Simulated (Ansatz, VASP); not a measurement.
**Two plane-wave programs on HPb4**

Contents of INCAR:

```
ALGO     = Normal         # electronic algorithm
EDIFF    = 1E-6           # SCF threshold, eV
ENCUT    = 520            # plane-wave cutoff, eV
GGA      = PE             # functional
ISIF     = 2              # what is computed and relaxed
ISMEAR   = 0              # smearing method
LASPH    = T              # aspherical terms in the spheres
LCHARG   = F              # write CHGCAR
LREAL    = F              # projectors in reciprocal space
LWAVE    = F              # write WAVECAR
NBANDS   = 36             # bands
NELM     = 100            # most SCF steps
PREC     = Accurate       # precision mode
SIGMA    = 0.1            # smearing width, eV
```

Contents of KPOINTS:

```
k-points
0
Gamma
  6 6 2
```

Contents of POSCAR:

```
HPb4
1.0
    4.6572174200      0.0000000000      0.0000000000
   -2.3286087100      4.0332685900      0.0000000000
    0.0000000000      0.0000000000      7.8775700900
H Pb
1 4
Direct
    0.0000000000      0.0000000000      0.5000000000
    0.3333333300      0.6666666700      0.7864309800
    0.3333333300      0.6666666700      0.2135690200
    0.6666666700      0.3333333300      0.2135690200
    0.6666666700      0.3333333300      0.7864309800
```

Input for Ansatz:

```yaml
crystal:
  lattice:
    - [4.65721742, 0.0, 0.0]
    - [-2.32860871, 4.03326859, 0.0]
    - [0.0, 0.0, 7.87757009]
  atoms:
    - { symbol: H, position: [0.0, 0.0, 0.5] }
    - { symbol: Pb, position: [0.33333333, 0.66666667, 0.78643098] }
    - { symbol: Pb, position: [0.33333333, 0.66666667, 0.21356902] }
    - { symbol: Pb, position: [0.66666667, 0.33333333, 0.21356902] }
    - { symbol: Pb, position: [0.66666667, 0.33333333, 0.78643098] }
basis:
  ecutwfc: 420
kpoints:
  mp_grid: { grid: [6, 6, 2] }
hamiltonian:
  xc: pbe
scf:
  occupations: { method: gaussian, width: 0.1 }
  lower_state_search: "off"
output:
  forces: true
  stress: true
  eigenvalues: true
```

Alike in both runs: task single point; functional PBE; k mesh 6 × 6 × 2; occupations gaussian, width 0.1 eV; no spin polarisation.

```csv
,VASP,Ansatz
version,VASP 6.6.1,Ansatz 0.2.0
potentials or method,"VASP PAW PBE potentials, release 64 (H, Pb_d)","scalar-relativistic, plane waves, PAW"
plane-wave cutoff (eV),520,420
valence electrons in the cell,57,57
```

|  | VASP | Ansatz | Ansatz less VASP |
| --- | --- | --- | --- |
| gap on the k mesh at the Fermi level (eV) | none | none | - |
| pressure (GPa) | 12.7 | 12.8 | +0.09 |
| largest component of the traceless stress (GPa) | 15.65 | 15.69 | +0.043 |
| rms of the force components (eV/Å) | 0.050 | 0.050 | -0.0005 |

Atom by atom the forces differ by 0.000 eV/Å (rms over components). A gap of «none» marks a metal or a gap that the smearing closes. The functional is the same, so the differences come from potentials, cutoffs and numerics.

Caveats: the k mesh is coarse (spacing up to 0.40 Å⁻¹), so the values aren't converged. Spin-orbit coupling is left out, which matters for the levels of Pb.
